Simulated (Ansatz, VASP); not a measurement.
Two plane-wave programs on Au

```
Au
1.0
     2.74841    0.00000    0.00000
     0.00000    2.74841    0.00000
     0.00000    0.00000    2.74841
Au
1
Cartesian
  1.3742 1.3742 1.3742
```

The cell was built by a generator and needn't be a form met in nature.

Alike in both runs: task relaxation of cell and atoms; functional PBEsol; k mesh 10 × 10 × 10; occupations fermi-dirac, width 0.05 eV; no spin polarisation.

```csv
,VASP,Ansatz
version,VASP 6.6.1,Ansatz 0.2.0
potentials or method,"VASP PAW PBE potentials, release 64 (Au)",Ansatz PAW
plane-wave cutoff (eV),600,420
valence electrons in the cell,11,19
```

```csv
,VASP,Ansatz,Ansatz less VASP
"gap on the k mesh at the Fermi level, each at its own relaxed structure (eV)",none,none,-
relaxed volume (Å³/atom),19.53,19.55,+0.013
relaxed cell length with the largest relative difference (Å),2.693,2.694,+0.0006
energy change over the relaxation (meV/atom),-26,-25,+0.4
```

A gap of «none» marks a metal or a gap that the smearing closes. The two sets of potentials don't hold the same shells in valence.

Caveats: the PAW data sets were made with another functional, which shifts forces and pressure a little (VASP); the plane-wave basis is chosen anew once the cell has moved, so the energies of steps on either side of that aren't comparable (Ansatz); the PAW data sets come from PBE, with cores solved anew for the run's functional, which leaves a small shift of forces and pressure (Ansatz). The runs have no spin-orbit coupling, so splittings on Au are missing.
